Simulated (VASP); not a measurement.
**AlNi: single point with PBE**

The system is AlNi.

```
Al Ni
1.0
     2.65052    0.00000    0.00000
     0.00000    2.65052    0.00000
     0.00000    0.00000    2.88100
Al Ni
1 1
Direct
  0.00000 0.00000 0.00000
  0.50000 0.50000 0.50000
```

The cell isn't the ideal one: strain -0.080 along x and y, +0.000 along z, atoms carried along.

```yaml
Program: VASP 6.6.1
Task: single point
Functional: PBE
Potentials_or_basis: VASP PAW PBE potentials, release 64 (Al, Ni)
Cutoff: 520 eV
k_mesh: 16 × 16 × 16
Occupations: gaussian, width 0.15 eV
Spin: no spin polarisation
```

The pressure is 42.5 GPa. The band gap on the k mesh is none (metal or under the smearing width).

Stress tensor (GPa, compression positive):
```
45.05  0.00  0.00
 0.00 45.05  0.00
 0.00  0.00 37.34
```

Levels at points of the mesh, in eV from the Fermi level:
```tsv
k point	band 5	band 6	band 7	band 8	band 9	band 10
(0.00, 0.00, 0.00)	-2.00	-1.74	4.13	7.41	7.41	8.10
(0.50, 0.00, 0.00)	-2.62	-1.86	-0.49	8.26	9.03	11.25
(0.50, 0.50, 0.00)	-2.91	-2.91	-1.09	2.36	3.92	12.79
(0.00, 0.00, 0.50)	-2.61	-1.67	-1.26	8.50	11.73	11.73
(0.50, 0.00, 0.50)	-2.53	-2.43	-1.39	1.61	3.01	15.12
(0.50, 0.50, 0.50)	-1.07	1.70	1.98	1.98	4.89	4.89
```

Run time: 57 s on 1 thread of Intel(R) Xeon(R) Platinum 8375C CPU @ 2.90GHz (Ice Lake), on a shared host, peak memory 0.22 GiB.

Caveat: so large a pressure means that the cell lies far from this level's equilibrium, or that cutoff or potentials fall short. Spin polarisation is off, so any magnetic state and its effect on volume and gap are missing.
